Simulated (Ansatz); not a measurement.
**RbH2 polymorphs, one row open**

The calculation used DFT PBE, scalar-relativistic, plane waves, PAW in Ansatz. All cells share a 420 eV cutoff and Γ-centred k meshes spaced at most about 0.3 Å⁻¹ (about 0.25 or finer for metals, 2π included). No spin polarisation.

These are static total energies at zero pressure. Rows are sorted by volume; energies count from the lowest form computed. Coordination counts H atoms around Rb (those within 1.25 times the shortest such distance or 1.15 times the sum of covalent radii; a plus sign parts nearer from farther groups; the shortest distance is added where it is long for a bond).

```csv
row,form,source,atoms,coordination,V (Å³/atom),gap on mesh (eV),ΔE (meV/atom)
1,R-3m,invented,3,Rb 2+6,21.1,0,?
2,Fmmm,invented,3,Rb 10,38.3,0,73
3,P6_3/mmc,invented,6,Rb 6,38.8,0,82
4,P3_121,invented,9,Rb 6+2 from 3.6 Å,41.2,0,65
5,P4/nmm,invented,6,Rb 4+4 from 4.3 Å,43.8,0,0
```

The cell of row 1:

Space group R-3m:H (No. 166). a = 4.035 Å, b = 4.035 Å, c = 13.449 Å, α = 90.00°, β = 90.00°, γ = 120.00°
| atom | site | symmetry | x | y | z |
| --- | --- | --- | --- | --- | --- |
| Rb | 3a | -3m | 0.0000 | 0.0000 | 0.0000 |
| H | 6c | 3m | 0.0000 | 0.0000 | 0.8048 |

Question: How far above the lowest form does the open row lie?

Answer: 0.63 eV/atom, which puts it above row 3, the highest in the table. Counting H atoms around Rb, row 1 has Rb 2+6 and the lowest form (row 5) has Rb 4+4 from 4.3 Å. The lowest form (row 5) holds H–H pairs as short as in free H₂ molecules (shortest 0.77 Å); in row 1 the shortest H–H distance is 2.45 Å.

An observed structure of this formula, if there is one, may be missing.

No dispersion correction is applied, so the spacing and binding between layers, chains or molecules are poorly described (P4/nmm), and this can change margins and order among such cells. With hydrogen, zero-point motion can shift such differences by 10 meV/atom or more. Cells relaxed within their symmetry can be saddle points. Some types were kept out of the candidates beforehand, so the set may lack a known form.
